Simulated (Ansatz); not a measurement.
# Te: the cost of one run

Computed with Ansatz 0.2.0 (DFT PBEsol, scalar-relativistic, plane waves, PAW, unless a step's input says otherwise).

1 further run of the same task is left out (set aside as unsound or not needed).

### 1 The system as given

It takes space group P3_121 (No. 152, trigonal). Conventional cell: a = 4.458 Å, b = 4.458 Å, c = 5.925 Å, α = 90.00°, β = 90.00°, γ = 120.00°. Around Te (site symmetry 2) lie 2 Te at 2.79 Å.

Coordinates:

```cif
data_structure
_symmetry_space_group_name_H-M 'P 1'
_symmetry_Int_Tables_number 1
_cell_length_a 4.4580
_cell_length_b 4.4580
_cell_length_c 5.9250
_cell_angle_alpha 90.000
_cell_angle_beta 90.000
_cell_angle_gamma 120.000
_cell_volume 101.98
loop_
_atom_site_label
_atom_site_type_symbol
_atom_site_fract_x
_atom_site_fract_y
_atom_site_fract_z
_atom_site_occupancy
Te1 Te 0.74500 0.00000 0.33333 1
Te2 Te 0.00000 0.74500 0.66667 1
Te3 Te 0.25500 0.25500 0.00000 1
```

The structure comes from the Crystallography Open Database.

### 2 A change within the space group

Against the listed cell: strain xx, yy, zz, yz, xz, xy = +5.1, +5.1, -3.9, +0.0, +0.0, +0.0 %; atoms moved by 0.25 Å root mean square, at most 0.25 Å.

Input file input.yaml:

```yaml
crystal:
  lattice:
    - [4.685981551, 0.0, 0.0]
    - [-2.3429907756, 4.0581790649, 0.0]
    - [0.0, 0.0, 5.6947545]
  atoms:
    - { symbol: Te, position: [0.801078966, 0.0, 0.3333333333] }
    - { symbol: Te, position: [0.0, 0.801078966, 0.6666666667] }
    - { symbol: Te, position: [0.198921034, 0.198921034, 0.0] }
basis:
  ecutwfc: 420
kpoints:
  mp_grid: { grid: [9, 9, 6] }
hamiltonian:
  xc: pbesol
scf:
  occupations: { method: gaussian, width: 0.05 }
output:
  forces: true
  stress: true
  eigenvalues: true
```

Run with:

```
> ansatz run input.yaml --threads 1 --pin off --max-ram 1331MiB --backend cpu --events-out ev --progress --plain --runs-dir out
```

**Question.** How long does this run take on 1 thread of an Arm CPU, shared host, and how much memory does it need?

About 19 s, with a peak of 0.4 GiB.
